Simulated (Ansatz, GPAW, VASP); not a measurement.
## One calculation of InAs, 4 ways

```
In As
1.0
     0.00000    3.01800    3.01800
     3.01800    0.00000    3.01800
     3.01800    3.01800    0.00000
In As
1 1
Direct
  0.00000 0.00000 0.00000
  0.75000 0.75000 0.75000
```

Alike in all runs: task single point; functional PBE; k mesh 8 × 8 × 8; occupations gaussian, width 0.1 eV; no spin polarisation; no spin-orbit coupling. A missing gap at this level doesn't show that the real crystal is a metal. Pressure is positive in compression and, in plane waves, holds the error of the finite cutoff.

| program and potentials | plane-wave cutoff (eV) | notes | band gap (eV) | pressure (GPa) |
| --- | --- | --- | --- | --- |
| VASP, PBE PAW files As, In, 500 eV | 500 | 4 valence electrons an atom on average | no gap | 5.24 |
| VASP, PBE PAW files As_GW, In_d_GW, 550 eV | 550 | 9 valence electrons an atom on average | no gap | 4.20 |
| GPAW, GPAW PAW data sets (gpaw-data 1.2.1) | 600 | 9 valence electrons an atom on average | no gap | 4.04 |
| Ansatz, all-electron LAPW, scalar-relativistic | - | - | no gap | 4.30 |

None finds a gap. The pressure spans 4.04 (GPAW, GPAW PAW data sets (gpaw-data 1.2.1)) to 5.24 GPa (VASP, PBE PAW files As, In, 500 eV), with all-electron results at 4.30.

Differences between rows come from potentials, basis sets and numerical settings, since the functional is the same but for its coding. Runs on potential files found faulty are left out.

All four calculations put InAs under compression at this volume, so PBE would favour a larger cell, in line with its usual underbinding of heavier III-V semiconductors. The two plane-wave runs with 9 valence electrons an atom stay close to the all-electron pressure of 4.30 GPa, while the run with 4 gives 5.24 GPa, probably because the In 4d shell is frozen into the core there, though the other changes in potential and cutoff may contribute.

The missing gap disagrees with the known narrow direct gap of InAs. Since the all-electron run shares it, the likely cause is PBE itself, which places the s-like conduction minimum at the zone centre too low relative to the As p valence top. In 4d states that lie too shallow add to this by pushing the valence top upwards. Compression normally widens the direct gap in this material, so the compressed cell doesn't explain the closure. Whether the s-like and p-like states are actually inverted can't be read from the absence of a gap alone.
